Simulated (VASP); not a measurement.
# Sn under changes of volume

One of the cells (27.901 Å³/atom); the others are scaled copies at fixed shape and fractional positions:

```
Sn
1.0
    -2.04263    2.04263    1.67176
     2.04263   -2.04263    1.67176
     2.04263    2.04263   -1.67176
Sn
1
Direct
  0.00000 0.00000 0.00000
```

This isn't the form of Sn at room conditions, which is tetragonal (white tin).

| Quantity | Value |
| --- | --- |
| Program | VASP 6.6.1 |
| Functional | PBEsol |
| Potentials or basis | VASP PAW PBE potentials, release 64 (Sn_d) |
| Cutoff | 520 eV |
| k mesh | 10 × 10 × 10 |
| Occupations | fermi-dirac, width 0.05 eV |
| Spin | no spin polarisation |

| volume (Å³/atom) | energy over the lowest point (meV/atom) | pressure (GPa) |
| --- | --- | --- |
| 25.712 | 2.37 | 1.3 |
| 26.259 | 0.00 | 0.0 |
| 26.806 | ? | ? |
| 27.901 | 14.88 | -2.8 |
| 28.448 | 25.71 | -3.6 |
| 28.995 | 38.93 | -4.2 |

Q: What does the run at 26.806 Å³/atom give?

A: Energy over the lowest point 1.64 meV/atom; pressure -1.0 GPa.

Worked out: A Birch-Murnaghan fit of order 3 (a polynomial in V^(-2/3)) to the other rows has its minimum at 26.30 Å³/atom with B0 = V·E''(V) = 55 GPa and B' = 5.2 at fixed shape and positions, which overstates the stiffness. It gives 1.61 meV/atom at 26.806 Å³/atom, against the run's 1.64, and -dE/dV = -1.0 GPa, against -1.0.

Energies are extrapolated to zero smearing.

Caveats: the PAW data sets were made with another functional, which shifts forces and pressure a little.
